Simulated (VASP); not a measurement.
The system is WS2.

```
CELL_PARAMETERS angstrom
1.57900 0.91164 6.16333
-1.57900 0.91164 6.16333
0.00000 -1.82327 6.16333
ATOMIC_POSITIONS crystal
W 0.00000 0.00000 0.00000
S 0.58100 0.58100 0.58100
S 0.75030 0.75030 0.75030
```

Measurements of this composition are mostly on another form, of space group No. 194.

Base run:

* Program: VASP 6.6.1
* Functional: PBE
* Potentials or basis: VASP PAW PBE potentials, release 64 (W_sv, S)
* Cutoff: 520 eV
* k mesh: 10 × 10 × 10
* Occupations: gaussian, width 0.02 eV
* Spin: no spin polarisation

Its results: band gap on the k mesh 1.08 eV, indirect (least direct gap 2.24 eV); pressure 4.5 GPa; largest force 0.611 eV/Å.

Question: The run is repeated on the same cell with these changes: functional from PBE to r2SCAN. What comes out?

Answer: Band gap on the k mesh 1.19 eV, indirect (least direct gap 2.37 eV); pressure 2.8 GPa; largest force 0.621 eV/Å.

r2SCAN gives the wider gap, since meta-GGAs in the generalised Kohn-Sham scheme recover part of the derivative discontinuity.

Caveats: spin-orbit coupling is left out, which moves the levels of the heavy elements; the PAW data sets were made with another functional, which shifts forces and pressure a little (some runs).

A k mesh can miss the band edges.
